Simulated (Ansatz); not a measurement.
# Cs (hcp type): the cost of one run

Program: Ansatz 0.2.0. Level of theory: DFT PBE, with the methods named in each step. These are calculated values, not measurements.

This is Cs in the hcp structure; at room conditions it is bcc.

### Step 1. The system as given

Symmetry: P6_3/mmc, No. 194, hexagonal system. The conventional cell has a = 5.497 Å, b = 5.497 Å, c = 8.906 Å, α = 90.00°, β = 90.00°, γ = 120.00°.

Structure file:

```
CELL_PARAMETERS angstrom
5.49749 0.00000 0.00000
-2.74874 4.76096 0.00000
0.00000 0.00000 8.90593
ATOMIC_POSITIONS crystal
Cs 0.33333 0.66667 0.25000
Cs 0.66667 0.33333 0.75000
```

Whether this phase is the stable one at these pressures isn't tested.

Atoms are numbered in the order of the input: Cs1, Cs2.

### Step 2. The reference volume, LAPW

input.yaml reads:

```yaml
crystal:
  lattice:
    - [5.4974881302, 0.0, 0.0]
    - [-2.7487440651, 4.7609643778, 0.0]
    - [0.0, 0.0, 8.905930771]
  atoms:
    - { symbol: Cs, position: [0.3333333333, 0.6666666667, 0.25] }
    - { symbol: Cs, position: [0.6666666667, 0.3333333333, 0.75] }
kpoints:
  mp_grid: { grid: [8, 8, 5] }
  band_path:
    path:
      - [0.0, 0.0, 0.0]
      - [0.5, 0.0, 0.0]
      - [0.3333333333, 0.3333333333, 0.0]
      - [0.0, 0.0, 0.0]
      - [0.0, 0.0, 0.5]
      - [0.5, 0.0, 0.5]
      - [0.3333333333, 0.3333333333, 0.5]
      - [0.0, 0.0, 0.5]
      - [0.5, 0.0, 0.5]
    npoints: 14
scf:
  occupations: { method: fermi_dirac, width: 0.05 }
hamiltonian:
  xc: pbe
  pseudopotentials: { kind: all_electron, lapw: { basis_error: 0.001 } }
output:
  forces: true
  stress: true
  eigenvalues: true
  populations: true
  dos: { projected: true, de: 0.2, e_range: [-14, 8] }
```

Run with:

```console
$ ansatz run input.yaml --threads 1 --pin off --max-ram 2048MiB --backend cpu --events-out ev --progress --plain --runs-dir out
```

**Question.** How long does this run take on 1 thread of Arm Neoverse V1, shared host, and how much memory does it need?

About 10 s, with a peak of 0.24 GiB.
